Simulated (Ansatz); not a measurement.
The system is C.

```
CELL_PARAMETERS angstrom
2.52210 0.00000 0.00000
-1.26105 2.18420 0.00000
0.00000 0.00000 8.23710
ATOMIC_POSITIONS crystal
C 0.66667 0.33333 0.84375
C 0.33333 0.66667 0.34375
C 0.66667 0.33333 0.65625
C 0.33333 0.66667 0.15625
C 0.00000 0.00000 0.90625
C 0.00000 0.00000 0.40625
C 0.00000 0.00000 0.59375
C 0.00000 0.00000 0.09375
```

This is a hexagonal form of diamond, not graphite.

* Program: Ansatz 0.2.0
* Task: relaxation of cell and atoms
* Functional: BLYP
* Dispersion: D4
* Potentials or basis: Ansatz PAW
* Cutoff: 420 eV (not typed: the program's choice for these potentials)
* k mesh: 12 × 12 × 4
* Occupations: fermi-dirac, width 0.05 eV
* Spin: no spin polarisation

At the start: volume 5.67 Å³/atom.

Question: Where does the relaxation end?

Answer: It ends after 7 steps and the volume is 5.68 Å³/atom (+0.2 %); space group P6_3/mmc (No. 194, to 0.05 Å).

Step by step:
```
step  energy change (eV)  largest force (eV/Å)  volume (Å³)
   1              0.0000                0.3380        45.38
   2             -0.0129                0.3789        45.42
   3             -0.0174                0.2050        45.44
   4             -0.0187                0.0027        45.46
   5             -0.0196                0.0041        45.46
   6             -0.0196                0.0004        45.46
   7             -0.0196                0.0004        45.46
```

Final structure:
```yaml
crystal:
  lattice:
    - [2.51528, 0.00000, 0.00000]
    - [-1.25764, 2.17830, 0.00000]
    - [0.00000, 0.00000, 8.29650]
  atoms:
    - { symbol: C, position: [0.66667, 0.33333, 0.84448] }
    - { symbol: C, position: [0.33333, 0.66667, 0.34448] }
    - { symbol: C, position: [0.66667, 0.33333, 0.65552] }
    - { symbol: C, position: [0.33333, 0.66667, 0.15552] }
    - { symbol: C, position: [0.00000, 0.00000, 0.90703] }
    - { symbol: C, position: [0.00000, 0.00000, 0.40703] }
    - { symbol: C, position: [0.00000, 0.00000, 0.59297] }
    - { symbol: C, position: [0.00000, 0.00000, 0.09297] }
```

Caveat: the plane-wave basis is chosen anew once the cell has moved, so the energies of steps on either side of that aren't comparable; the pressure holds a Pulay correction of +1.2 GPa for the finite cutoff; the PAW data sets come from PBE, with cores solved anew for the run's functional, which leaves a small shift of forces and pressure.
